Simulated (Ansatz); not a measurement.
# RbCl: a short trajectory by PAW and LAPW

Aim: follow RbCl in time (20 steps of 1.5 fs under a Langevin thermostat at 1200 K) with PAW and LAPW. Both runs start alike, so that frozen cores can be judged against all electrons.

Program: Ansatz 0.2.0. Level of theory: DFT LDA, scalar-relativistic. These are calculated values, not measurements.

## 1. The structure to begin with

The cell holds 4 atoms (Cl2Rb2): a = 9.260 Å, b = 4.630 Å, c = 4.630 Å, α = 60.00°, β = 60.00°, γ = 60.00°.

As a file:

```
CELL_PARAMETERS angstrom
0.00000 6.54800 6.54800
3.27400 0.00000 3.27400
3.27400 3.27400 0.00000
ATOMIC_POSITIONS crystal
Rb 0.00000 0.00000 0.00000
Rb 0.50000 0.00000 0.00000
Cl 0.25000 0.50000 0.50000
Cl 0.75000 0.50000 0.50000
```

The cell comes from a crystallographic database entry that wasn't checked; take it as a given geometry, which may be far from equilibrium.

## 2. PAW with frozen cores

File input.yaml:

```yaml
crystal:
  lattice:
    - [0.0, 6.548, 6.548]
    - [3.274, 0.0, 3.274]
    - [3.274, 3.274, 0.0]
  atoms:
    - { symbol: Rb, position: [0.0, 0.0, 0.0] }
    - { symbol: Rb, position: [0.5, 0.0, 0.0] }
    - { symbol: Cl, position: [0.25, 0.5, 0.5] }
    - { symbol: Cl, position: [0.75, 0.5, 0.5] }
kpoints:
  mp_grid: { grid: [3, 5, 5] }
scf:
  occupations: { method: fermi_dirac, width: 0.08 }
hamiltonian:
  xc: lda
  pseudopotentials: { kind: paw }
output:
  forces: true
  stress: true
md:
  timestep: 1.5
  n_steps: 20
  ensemble: nvt_langevin
  temperature: 1200
  initial_velocities: maxwell_boltzmann
  seed: 954522
```

Command:

```console
ansatz run input.yaml --threads 2 --pin off --max-ram 4096MiB --backend cpu --events-out ev --progress --plain --runs-dir out
```

## 6. All-electron LAPW

Changes to input.yaml since step 2:

```diff
@@ -16,3 +16,3 @@
   xc: lda
-  pseudopotentials: { kind: paw }
+  pseudopotentials: { kind: all_electron, lapw: { basis_error: 0.001 } }
 output:
```

(Steps that only read results are left out.)

Q: Predict the outcome of this session. Wanted: PAW: temperature, first and last step; PAW: temperature, second half; PAW: potential energy, second half; PAW: mean square displacement, second half; LAPW: temperature, first and last step; LAPW: temperature, second half; LAPW: potential energy, second half; LAPW: mean square displacement, second half.

**Answer**, as computed:

| quantity | value |
| --- | --- |
| PAW: length | 20 steps of 1.5 fs |
| PAW: temperature, first and last step | 900 and 442 K |
| PAW: temperature, second half | mean 460 K, from 326 to 688 K |
| PAW: potential energy, second half | +15 meV/atom from this run's first step |
| PAW: mean square displacement, second half | Cl 0.034, Rb 0.006 Å² |
| LAPW: length | 20 steps of 1.5 fs |
| LAPW: temperature, first and last step | 900 and 442 K |
| LAPW: temperature, second half | mean 460 K, from 326 to 688 K |
| LAPW: potential energy, second half | +15 meV/atom from this run's first step |
| LAPW: mean square displacement, second half | Cl 0.034, Rb 0.006 Å² |

In words: Against a set 1200 K the second half averages 460 K with a spread of 116 K (in equilibrium 4 atoms would scatter by about 490 K, over a far longer run). In 30 fs the run doesn't reach equilibrium. The farthest move is 0.28 Å, against a mean nearest distance of 3.3 Å at the start: no atom has changed site so far. 30 fs on 4 atoms is far too short and small for converged averages. The price, with the outputs that each input asks for: 7.4 min for LAPW against 75 s for PAW, about 6 to one.
